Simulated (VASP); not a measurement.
# AlN (P6_3mc) in VASP: band structure with PBE

Aim: the band structure of AlN with PBE.

Program: VASP 6.6.1. These are calculated values, not measurements. Logs are shortened: lines on timing, memory, paths and dates and some standing lists are left out, and cuts for length are marked.

**Experimental background.**

“Structural and optical properties of self-assembled AlN nanowires grown on SiO2/Si substrates by molecular beam epitaxy”, 2024, arxiv:2402.00216 quotes, for a bulk crystal of AlN at 0 K: band gap 6.0343 eV (an exciton energy, a little under the gap).

The results are compared with them further down.

## 1. The crystal as given

The structure is hexagonal, space group P6_3mc (No. 186). Conventional cell: a = 3.129 Å, b = 3.129 Å, c = 5.016 Å, α = 90.00°, β = 90.00°, γ = 120.00°. Al (site symmetry 3m) has 4 N at 1.90 to 1.91 Å as nearest neighbours. N (site symmetry 3m) has 4 Al at 1.90 to 1.91 Å as nearest neighbours.

## 2. Band structure, PBE

POSCAR reads:

```
AlN                                     
1.0
    3.1285905648      0.0000000000      0.0000000000
   -1.5642952824      2.7094389052      0.0000000000
    0.0000000000      0.0000000000      5.0164344484
  Al              N             
     2     2
Direct
     0.3333333300000021    0.6666666699999979    0.9992562587616902
     0.6666666699999979    0.3333333300000021    0.4992562587616902
     0.3333333300000021    0.6666666699999979    0.3807437412383123
     0.6666666699999979    0.3333333300000021    0.8807437412383123
```

INCAR.step1 reads:

```
  ALGO = Fast
  EDIFF = 1E-7
  ENCUT = 520
  GGA = PE
  ISIF = 2
  ISMEAR = 0
  LASPH = T
  LCHARG = T
  LREAL = F
  LWAVE = F
  NBANDS = 16
  NELM = 100
  PREC = Accurate
  SIGMA = 1.0
```

KPOINTS.step1 reads:

```
k-points
0
Gamma
  12 12 6
```

INCAR.step2 reads:

```
  ALGO = Fast
  EDIFF = 1E-7
  ENCUT = 520
  GGA = PE
  ICHARG = 11
  ISIF = 2
  ISMEAR = 0
  LASPH = T
  LCHARG = F
  LREAL = F
  LWAVE = F
  NBANDS = 16
  NELM = 100
  PREC = Accurate
  SIGMA = 0.05
```

KPOINTS.step2 reads:

```
path GMKGALHA,LM,KH
20
line-mode
reciprocal
 0.0000000000  0.0000000000  0.0000000000  G
 0.5000000000  0.0000000000  0.0000000000  M

 0.5000000000  0.0000000000  0.0000000000  M
 0.3333333333  0.3333333333  0.0000000000  K

 0.3333333333  0.3333333333  0.0000000000  K
 0.0000000000  0.0000000000  0.0000000000  G

 0.0000000000  0.0000000000  0.0000000000  G
 0.0000000000  0.0000000000  0.5000000000  A

 0.0000000000  0.0000000000  0.5000000000  A
 0.5000000000  0.0000000000  0.5000000000  L

 0.5000000000  0.0000000000  0.5000000000  L
 0.3333333333  0.3333333333  0.5000000000  H

 0.3333333333  0.3333333333  0.5000000000  H
 0.0000000000  0.0000000000  0.5000000000  A

 0.5000000000  0.0000000000  0.5000000000  L
 0.5000000000  0.0000000000  0.0000000000  M

 0.3333333333  0.3333333333  0.0000000000  K
 0.3333333333  0.3333333333  0.5000000000  H
```

Potentials or basis: VASP PAW PBE potentials, release 64 (Al, N).

Run with:

```console
> cat potpaw_PBE.64/Al/POTCAR potpaw_PBE.64/N/POTCAR > POTCAR
> cp INCAR.step1 INCAR
> cp KPOINTS.step1 KPOINTS
> mpirun -np 1 vasp_std > vasp.out
> cp INCAR.step2 INCAR
> cp KPOINTS.step2 KPOINTS
> mpirun -np 1 vasp_std > vasp.out
```

OUTCAR:

```text
EDIFF = 1E-7
   ENCUT = 520
   GGA = PE
   ICHARG = 11
   ISIF = 2
   ISMEAR = 0
   LASPH = T
   LREAL = F
   NELM = 100
   PREC = Accurate

 ion  position               nearest neighbor table
   1  0.333  0.667  0.999-   4 1.90   4 1.90   4 1.90   3 1.91   2 3.09   2 3.09   2 3.09   2 3.09
                             2 3.09   2 3.09
   2  0.667  0.333  0.499-   3 1.90   3 1.90   3 1.90   4 1.91   1 3.09   1 3.09   1 3.09   1 3.09
                             1 3.09   1 3.09
   3  0.333  0.667  0.381-   2 1.90   2 1.90   2 1.90   1 1.91
   4  0.667  0.333  0.881-   1 1.90   1 1.90   1 1.90   2 1.91

  LATTYP: Found a hexagonal cell.
 ALAT       =     3.1285905648
 C/A-ratio  =     1.6034167286

  Lattice vectors:

 A1 = (   3.1285905648,   0.0000000000,   0.0000000000)
 A2 = (  -1.5642952824,   2.7094389052,   0.0000000000)
 A3 = (   0.0000000000,   0.0000000000,   5.0164344484)

Analysis of symmetry for initial positions (statically):
=====================================================================
 Subroutine PRICEL returns:
 Original cell was already a primitive cell.

 Routine SETGRP: Setting up the symmetry group for a
 hexagonal supercell.

 Subroutine GETGRP returns: Found 12 space group operations
 (whereof  6 operations were pure point group operations)
 out of a pool of 24 trial point group operations.

The static configuration has the point symmetry C_3v.
 The point group associated with its full space group is C_6v.

Analysis of symmetry for dynamics (positions and initial velocities):
=====================================================================
 Subroutine PRICEL returns:
 Original cell was already a primitive cell.

 Routine SETGRP: Setting up the symmetry group for a
 hexagonal supercell.

 Subroutine GETGRP returns: Found 12 space group operations
 (whereof  6 operations were pure point group operations)
 out of a pool of 24 trial point group operations.

The dynamic configuration has the point symmetry C_3v.
 The point group associated with its full space group is C_6v.

 Subroutine INISYM returns: Found 12 space group operations
 (whereof  6 operations are pure point group operations),
 and found     1 'primitive' translations

----------------------------------------------------------------------------------------

                                     Primitive cell

  volume of cell :      42.5229

  direct lattice vectors                    reciprocal lattice vectors
     3.128590565  0.000000000  0.000000000     0.319632748  0.184540053  0.000000000
    -1.564295282  2.709438905  0.000000000     0.000000000  0.369080107  0.000000000
     0.000000000  0.000000000  5.016434448     0.000000000  0.000000000  0.199344776

  length of vectors
     3.128590565  3.128590563  5.016434448     0.369080106  0.369080107  0.199344776

  position of ions in fractional coordinates (direct lattice)
     0.333333330  0.666666670  0.999256259
     0.666666670  0.333333330  0.499256259
     0.333333330  0.666666670  0.380743741
     0.666666670  0.333333330  0.880743741

  ion indices of the primitive-cell ions
   primitive index   ion index
                 1           1
                 2           2
                 3           3
                 4           4

----------------------------------------------------------------------------------------

 KPOINTS: path GMKGALHA,LM,KH

Interpolating k-points between supplied coordinates.

 Line segments in fractional coordinates (reciprocal lattice):
    0.000000  0.000000  0.000000  ...  0.500000  0.000000  0.000000
    0.500000  0.000000  0.000000  ...  0.333333  0.333333  0.000000
    0.333333  0.333333  0.000000  ...  0.000000  0.000000  0.000000
    0.000000  0.000000  0.000000  ...  0.000000  0.000000  0.500000
    0.000000  0.000000  0.500000  ...  0.500000  0.000000  0.500000
    0.500000  0.000000  0.500000  ...  0.333333  0.333333  0.500000
    0.333333  0.333333  0.500000  ...  0.000000  0.000000  0.500000
    0.500000  0.000000  0.500000  ...  0.500000  0.000000  0.000000
    0.333333  0.333333  0.000000  ...  0.333333  0.333333  0.500000

 Generated    20 points on each line segment, for a total of    180 k-points:

 Following reciprocal coordinates:
            Coordinates               Weight
  0.000000  0.000000  0.000000      0.005556
  0.026316  0.000000  0.000000      0.005556
  0.052632  0.000000  0.000000      0.005556
  0.078947  0.000000  0.000000      0.005556
  0.105263  0.000000  0.000000      0.005556
  0.131579  0.000000  0.000000      0.005556
[... 16 lines left out ...]
  0.482456  0.035088  0.000000      0.005556
  0.473684  0.052632  0.000000      0.005556
 [... further k-points ...]
   k-points           NKPTS =    180   k-points in BZ     NKDIM =    180   number of bands    NBANDS=     16
   number of dos      NEDOS =    301   number of ions     NIONS =      4
   total plane-waves  NPLWV =  23040
   dimension x,y,z NGX =    24 NGY =   24 NGZ =   40
   dimension x,y,z NGXF=    48 NGYF=   48 NGZF=   80
   ions per type =               2   2
   NGX,Y,Z   is equivalent  to a cutoff of  12.75, 12.75, 13.26 a.u.
   NGXF,Y,Z  is equivalent  to a cutoff of  25.51, 25.51, 26.51 a.u.
 SYSTEM =  unknown system
   PREC   = accura    normal or accurate (medium, high low for compatibility)
   ISTART =      0    job   : 0-new  1-cont  2-samecut
   ICHARG =     11    charge: 1-file 2-atom 10-const
   ISPIN  =      1    spin polarized calculation?
   LNONCOLLINEAR =      F non collinear calculations
   LSORBIT =      F    spin-orbit coupling
   LASPH  =      T    aspherical Exc in radial PAW
   ENCUT  =  520.0 eV  38.22 Ry    6.18 a.u.   5.82  5.82  9.33*2*pi/ulx,y,z
   NELM   =    100;   NELMIN=  2; NELMDL=  0     # of ELM steps
   EDIFF  = 0.1E-06   stopping-criterion for ELM
   LREAL  =      F    real-space projection
   EDIFFG = 0.1E-05   stopping-criterion for IOM
   NSW    =      0    number of steps for IOM
   IBRION =     -1    ionic relax: 0-MD 1-quasi-New 2-CG
   NFREE  =      0    steps in history (QN), initial steepest desc. (CG)
   ISIF   =      2    stress and relaxation
   ISYM   =      2    0-nonsym 1-usesym 2-fastsym
   POTIM  = 0.5000    time-step for ionic-motion
   TEBEG  =    0.0;   TEEND  =   0.0 temperature during run
   PSTRESS=    0.0 pullay stress
   NELECT =      16.0000    total number of electrons
   NUPDOWN=      -1.0000    fix difference up-down
   EMIN   =  10.00;   EMAX   =-10.00  energy-range for DOS
   EFERMI =   0.00;   METHOD = LEGACY
   ISMEAR =     0;   SIGMA  =   0.05  broadening in eV -4-tet -1-fermi 0-gaus
   EFERMI_NEDOS =   21; number of points for ismear=-14 and -15
   IALGO  =     68    algorithm
   IMIX   =      4    mixing-type and parameters
     AMIX     =   0.40;   BMIX     =  1.00
     AMIX_MAG =   1.60;   BMIX_MAG =  1.00
  volume/ion in A,a.u.               =      10.63        71.74
  Fermi-wavevector in a.u.,A,eV,Ry     =   1.181881  2.233431 19.005198  1.396843
  Thomas-Fermi vector in A             =   2.318146
   LORBIT       =      0    0 simple, 1 ext, 2 COOP (PROOUT), +10 PAW based schemes
   GGA     = PE    functional components
   LHFCALC =     F    Hartree Fock is set to
   AEXX    =    0.0000 exact exchange contribution
   IVDW    =     0    specifies the selected vdW correction
   LEPSILON=     F    determine dielectric tensor
   LRPA    =     F    only Hartree local field effects (RPA)
 non-spin polarized calculation
 RMM-DIIS sequential band-by-band and
 Gauss-broadening in eV      SIGMA  =   0.05
  energy-cutoff  :      520.00
  volume of cell :       42.52
 maximum number of plane-waves:      1170
 NGX is ok and might be reduce to    24

 number of electron      15.9999998 magnetization

 Free energy of the ion-electron system (eV)
  ---------------------------------------------------
  ext. energy  EPLUGINS =         0.00000000
  ---------------------------------------------------
  free energy    TOTEN  =       -29.07473080 eV

  energy without entropy =      -29.07473080  energy(sigma->0) =      -29.07473080

 E-fermi :   6.2493     XC(G=0): -10.8329

 val. band max:        5.9759187115   @ k =   0.0000   0.0000   0.0000
 cond. band min:      10.0319619501   @ k =   0.0000   0.0000   0.0000
 fundamental gap:      4.0560432386
 Fermi energy:         6.2493354357

 k-point     1 :       0.0000    0.0000    0.0000
  band No.  band energies     occupation
      1      -9.0982      2.00000
      2      -7.0121      2.00000
      3       0.0648      2.00000
      4       5.1326      2.00000
      5       5.1326      2.00000
      6       5.7749      2.00000
[... 8 lines left out ...]
     15      18.9567      0.00000
     16      18.9567      0.00000

 k-point     2 :       0.0263    0.0000    0.0000
  band No.  band energies     occupation
      1      -9.0895      2.00000
      2      -7.0071      2.00000
      3       0.0752      2.00000
      4       5.0898      2.00000
      5       5.1203      2.00000
      6       5.7281      2.00000
[... 8 lines left out ...]
     15      18.9323      0.00000
     16      18.9700      0.00000

 k-point     3 :       0.0526    0.0000    0.0000
  band No.  band energies     occupation
      1      -9.0635      2.00000
      2      -6.9922      2.00000
      3       0.1064      2.00000
      4       4.9640      2.00000
      5       5.0847      2.00000
      6       5.5961      2.00000
[... 8 lines left out ...]
     15      18.9480      0.00000
     16      19.0033      0.00000
[... 362 lines left out ...]
 k-point    23 :       0.4825    0.0351    0.0000
  band No.  band energies     occupation
      1      -7.1733      2.00000
      2      -6.5038      2.00000
      3       0.6092      2.00000
      4       1.8618      2.00000
      5       2.6909      2.00000
      6       3.8702      2.00000
[... 8 lines left out ...]
     15      18.6756      0.00000
     16      20.9446      0.00000

 k-point    24 :       0.4737    0.0526    0.0000
  band No.  band energies     occupation
      1      -7.1641      2.00000
      2      -6.5028      2.00000
      3       0.6242      2.00000
      4       1.8737      2.00000
      5       2.7051      2.00000
      6       3.8069      2.00000
[... 8 lines left out ...]
     15      18.6857      0.00000
     16      21.0298      0.00000

 [... further k-points ...]

------------------------ aborting loop because EDIFF is reached ----------------------------------------

  FORCE on cell =-STRESS in cart. coord.  units (eV):
  Direction    XX          YY          ZZ          XY          YZ          ZX
  --------------------------------------------------------------------------------------
  -------------------------------------------------------------------------------------
  Total        1.5382245      1.5382245      1.0497645      0.0000000      0.0000000      0.0000000
  in kB       57.9571558     57.9571557     39.5529807      0.0000000      0.0000000      0.0000000
  external PRESSURE =      51.8224308 kB  Pullay stress =       0.0000000 kB

 VOLUME and BASIS-vectors are now :
 -----------------------------------------------------------------------------
  energy-cutoff  :      520.00
  volume of cell :       42.52
      direct lattice vectors                 reciprocal lattice vectors
     3.128590565  0.000000000  0.000000000     0.319632748  0.184540053  0.000000000
    -1.564295282  2.709438905  0.000000000     0.000000000  0.369080107  0.000000000
     0.000000000  0.000000000  5.016434448     0.000000000  0.000000000  0.199344776

 POSITION                                       TOTAL-FORCE (eV/Angst)
 -----------------------------------------------------------------------------------
     -0.00000      1.80629      5.01270        -0.000000      0.000000     -0.168948
      1.56430      0.90315      2.50449        -0.000000      0.000000     -0.168948
     -0.00000      1.80629      1.90998         0.000000     -0.000000      0.168948
      1.56430      0.90315      4.41819        -0.000000      0.000000      0.168948
 -----------------------------------------------------------------------------------
    total drift:                               -0.000009      0.000005     -0.006837

  FREE ENERGIE OF THE ION-ELECTRON SYSTEM (eV)
  ---------------------------------------------------
  free  energy   TOTEN  =       -29.0747307990 eV

  energy  without entropy=      -29.0747307990  energy(sigma->0) =      -29.07473080
```

It took 82 s on 1 thread of Intel Xeon Platinum 8488C (Sapphire Rapids), shared host; peak memory 0.22 GiB.

Results:

```yaml
Band_gap_on_the_k_mesh: 4.06 eV, direct
Band_gap_along_the_path: 4.06 eV, direct
```

Levels at the corners of the path, in eV from the valence-band top:
```tsv
point	band 5	band 6	band 7	band 8	band 9	band 10	band 11	band 12
Γ	-0.84	-0.20	-0.20	0.00	4.06	6.52	10.47	11.04
M	-3.30	-2.05	-1.74	-0.68	5.76	5.77	8.04	10.15
M	-3.30	-2.05	-1.74	-0.68	5.76	5.77	8.04	10.15
K	-3.76	-2.41	-2.35	-2.35	5.05	8.28	9.56	9.56
K	-3.76	-2.41	-2.35	-2.35	5.05	8.28	9.56	9.56
Γ	-0.84	-0.20	-0.20	0.00	4.06	6.52	10.47	11.04
Γ	-0.84	-0.20	-0.20	0.00	4.06	6.52	10.47	11.04
A	-0.53	-0.53	-0.53	-0.53	6.32	6.32	10.18	10.18
A	-0.53	-0.53	-0.53	-0.53	6.32	6.32	10.18	10.18
L	-1.44	-1.44	-1.35	-1.35	5.25	5.25	9.15	9.15
L	-1.44	-1.44	-1.35	-1.35	5.25	5.25	9.15	9.15
H	-3.79	-3.79	-0.79	-0.79	7.36	7.36	7.72	7.72
H	-3.79	-3.79	-0.79	-0.79	7.36	7.36	7.72	7.72
A	-0.53	-0.53	-0.53	-0.53	6.32	6.32	10.18	10.18
L	-1.44	-1.44	-1.35	-1.35	5.25	5.25	9.15	9.15
M	-3.30	-2.05	-1.74	-0.68	5.76	5.77	8.04	10.15
K	-3.76	-2.41	-2.35	-2.35	5.05	8.28	9.56	9.56
H	-3.79	-3.79	-0.79	-0.79	7.36	7.36	7.72	7.72
```

Caveat: the log is that of the step along the path at fixed density, whose energy, stress, charges and moments have no meaning.

## 3. How close it comes

Step 2. Measured gap of AlN: 6.0343 eV (an exciton energy, a little under the gap; 0 K; quoted in “Structural and optical properties of self-assembled AlN nanowires grown on SiO2/Si substrates by molecular beam epitaxy”, 2024, arxiv:2402.00216). This calculation gives 4.06 eV (-1.98 eV). 2 values of this kind are on record (6.034 to 6.0343 eV); this one was drawn at random. The value is that of PBE, without temperature or zero-point motion. Semilocal functionals fall short of measured gaps as a rule.
